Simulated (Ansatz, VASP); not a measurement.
# One calculation of InP, two programs

The input INCAR:

```
SYSTEM = InP
PREC     = Accurate       ! precision mode
ENCUT    = 520            ! plane-wave cutoff, eV
EDIFF    = 1E-7           ! SCF threshold, eV
ISMEAR   = 0              ! smearing method
SIGMA    = 0.01           ! smearing width, eV
LREAL    = .FALSE.        ! projectors in reciprocal space
LASPH    = .TRUE.         ! aspherical terms in the spheres
NELM     = 100            ! most SCF steps
ALGO     = Normal         ! electronic algorithm
ISIF     = 2              ! what is computed and relaxed
LWAVE    = .FALSE.        ! write WAVECAR
LCHARG   = .FALSE.        ! write CHGCAR
GGA      = CA             ! functional
NBANDS   = 16             ! bands
```

Contents of KPOINTS:

```
Automatic mesh
0
G
  6 6 6
  0 0 0
```

The input POSCAR:

```
InP
1.0
    0.0000000000      2.9305000000      2.9305000000
    2.9305000000      0.0000000000      2.9305000000
    2.9305000000      2.9305000000      0.0000000000
In P
1 1
Direct
    0.0000000000      0.0000000000      0.0000000000
    0.2500000000      0.2500000000      0.2500000000
```

Input for Ansatz:

```yaml
crystal:
  lattice:
    - [0.0, 2.9305, 2.9305]
    - [2.9305, 0.0, 2.9305]
    - [2.9305, 2.9305, 0.0]
  atoms:
    - { symbol: In, position: [0.0, 0.0, 0.0] }
    - { symbol: P, position: [0.25, 0.25, 0.25] }
basis:
  ecutwfc: 517.016338673772
kpoints:
  mp_grid:
    grid: [6, 6, 6]
    shift: [0.0, 0.0, 0.0]
hamiltonian:
  xc: lda
scf:
  occupations:
    method: fixed
output:
  eigenvalues: true
```

Alike in both runs: task single point; functional LDA; k mesh 6 × 6 × 6; no spin polarisation.

```csv
,VASP,Ansatz
version,VASP 6.6.1,Ansatz 0.2.0
potentials or method,"VASP PAW LDA potentials, release 64 (In_d, P)","plane waves, PAW"
plane-wave cutoff (eV),520,517
occupations,"gaussian, width 0.01 eV",fixed
valence electrons in the cell,18,18
```

|  | VASP | Ansatz | Ansatz less VASP |
| --- | --- | --- | --- |
| gap on the k mesh at the Fermi level (eV) | 0.51 | 0.48 | -0.029 |

Caveats: spin-orbit coupling is left out, which moves the levels of the heavy elements.
